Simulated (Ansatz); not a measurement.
# NaCl: the cost of one run

Method: DFT PBEsol, scalar-relativistic, plane waves, PAW, in Ansatz 0.2.0.

The COD cell was measured well above room temperature, so it is larger than a cold one.

1 further run of the same task is left out (set aside as unsound or not needed).

### 1 The structure to begin with

It takes space group Fm-3m (No. 225, cubic). Conventional cell: a = 5.663 Å, b = 5.663 Å, c = 5.663 Å, α = 90.00°, β = 90.00°, γ = 90.00°. Na (site symmetry m-3m) has 6 Cl at 2.83 Å as nearest neighbours. Around Cl (site symmetry m-3m) lie 6 Na at 2.83 Å.

Coordinates:

```cif
data_structure
_symmetry_space_group_name_H-M 'Fm-3m'
_symmetry_Int_Tables_number 225
_cell_length_a 5.6635
_cell_length_b 5.6635
_cell_length_c 5.6635
_cell_angle_alpha 90.000
_cell_angle_beta 90.000
_cell_angle_gamma 90.000
_cell_volume 181.66
loop_
_atom_site_label
_atom_site_type_symbol
_atom_site_symmetry_multiplicity
_atom_site_Wyckoff_symbol
_atom_site_fract_x
_atom_site_fract_y
_atom_site_fract_z
_atom_site_occupancy
Na1 Na 4 a 0.00000 0.00000 0.00000 1
Cl1 Cl 4 b 0.50000 0.00000 0.00000 1
```

The structure comes from the Crystallography Open Database.

### 2 Functional and cell changed: PBEsol

Against the listed cell: strain xx, yy, zz, yz, xz, xy = +4.1, +4.1, +4.1, +0.0, +0.0, +0.0 %.

input.yaml

```yaml
crystal:
  lattice:
    - [0.0, 2.9491826725, 2.9491826725]
    - [2.9491826725, 0.0, 2.9491826725]
    - [2.9491826725, 2.9491826725, 0.0]
  atoms:
    - { symbol: Na, position: [0.0, 0.0, 0.0] }
    - { symbol: Cl, position: [0.5, 0.5, 0.5] }
basis:
  ecutwfc: 420
kpoints:
  mp_grid: { grid: [8, 8, 8] }
hamiltonian:
  xc: pbesol
scf:
  occupations: { method: gaussian, width: 0.02 }
output:
  forces: true
  stress: true
  eigenvalues: true
```

Run with:

```console
ansatz run input.yaml --threads 1 --pin off --max-ram 1331MiB --backend cpu --events-out ev --progress --plain --runs-dir out
```

Q: Estimate wall time and peak memory on 1 thread of an x86-64 CPU, shared host.

About 2.6 s, with a peak of 0.31 GiB.
